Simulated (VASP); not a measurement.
Wanted: the native input for a VASP 6.6.1 run.

| Property | Result |
| --- | --- |
| Task | work function |
| Functional | PBEsol |
| Potentials or basis | VASP PAW PBE potentials, release 64 (Hg) |
| Cutoff | 520 eV |
| k mesh | 7 × 7 × 1 |
| Occupations | fermi-dirac, width 0.05 eV |
| Spin | no spin polarisation |
| Dipole correction | yes |
| Further INCAR settings | ALGO = Fast; EDIFF = 1e-07 |

The structure of Hg lies in POSCAR:

```
Hg
1.0
    3.6057960290      0.0000000000      0.0000000000
    1.7995193020      3.1246592269      0.0000000000
    0.0000000000      0.0000000000     23.4440744872
Hg
4
Direct
    0.3343437984      0.3343437984      0.3199102615
    0.6692523297      0.6692523297      0.4410345604
    0.3337790654      0.3337790654      0.5589654396
    0.6686875968      0.6686875968      0.6800897385
```

The slab is cut from a database's or a generator's crystal, which needn't be the stable form of the element.

The input as run:

INCAR

```
PREC = Accurate
ENCUT = 520
EDIFF = 1E-7
ISMEAR = -1
SIGMA = 0.05
LREAL = False
LASPH = True
NELM = 100
ALGO = Fast
ISIF = 2
LWAVE = False
LCHARG = True
LDIPOL = True
IDIPOL = 3
DIPOL = 0.5 0.5 0.500
GGA = PS
LELF = True
LVHAR = True
LVACPOTAV = True
```

KPOINTS

```
Automatic mesh
0
Gamma
  7 7 1
```

Potentials or basis: VASP PAW PBE potentials, release 64 (Hg).

The run is started by

```console
$ cat potpaw_PBE.64/Hg/POTCAR > POTCAR
$ mpirun -np 1 vasp_std > vasp.out
```

Results of the run:

- Largest force: 0.186 eV/Å
- Band gap on the k mesh: 1.34 eV, indirect (least direct gap 1.85 eV)
- Ionisation potential of the upper face: 5.39 eV

Caveat: the PAW data sets were made with another functional, which shifts forces and pressure a little; spin-orbit coupling is left out, which moves the levels of the heavy elements.

It took 110 s on 1 thread of Intel(R) Xeon(R) Platinum 8488C (Sapphire Rapids) (shared host), peak memory 0.39 GiB.
